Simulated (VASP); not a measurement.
KTaO3, 5 atoms in the cell. The structure is cubic, space group Pm-3m (No. 221). The conventional cell has a = 3.988 Å, b = 3.988 Å, c = 3.988 Å, α = 90.00°, β = 90.00°, γ = 90.00°. K (site symmetry m-3m) has 12 O at 2.82 Å as nearest neighbours. Ta (site symmetry m-3m) has 6 O at 1.99 Å as nearest neighbours. O (site symmetry 4/mmm) is surrounded by 2 Ta at 1.99 Å. 

| Property | Result |
| --- | --- |
| Program | VASP 6.6.1 |
| Task | electric field gradients |
| Functional | r2SCAN |
| Potentials or basis | VASP PAW PBE potentials, release 64 (K_sv, Ta_pv, O) |
| Cutoff | 520 eV |
| k mesh | 6 × 6 × 6 |
| Occupations | fermi-dirac, width 0.02 eV |
| Spin | no spin polarisation |
| Further INCAR settings | ALGO = Normal; EDIFF = 1e-07 |

Potentials or basis: VASP PAW PBE potentials, release 64 (K_sv, Ta_pv, O).

The run is started by

```bash
$ cat potpaw_PBE.64/K_sv/POTCAR potpaw_PBE.64/Ta_pv/POTCAR potpaw_PBE.64/O/POTCAR > POTCAR
$ mpirun -np 1 vasp_std > vasp.out
```

Hardware: 1 thread of Intel(R) Xeon(R) Platinum 8488C (Sapphire Rapids), on a shared host.

How long does it take, and how much memory?

It took 120 s on 1 thread of Intel(R) Xeon(R) Platinum 8488C (Sapphire Rapids), with other jobs on the host, peak memory 0.18 GiB. Counts: scf iterations 24, k points 20.
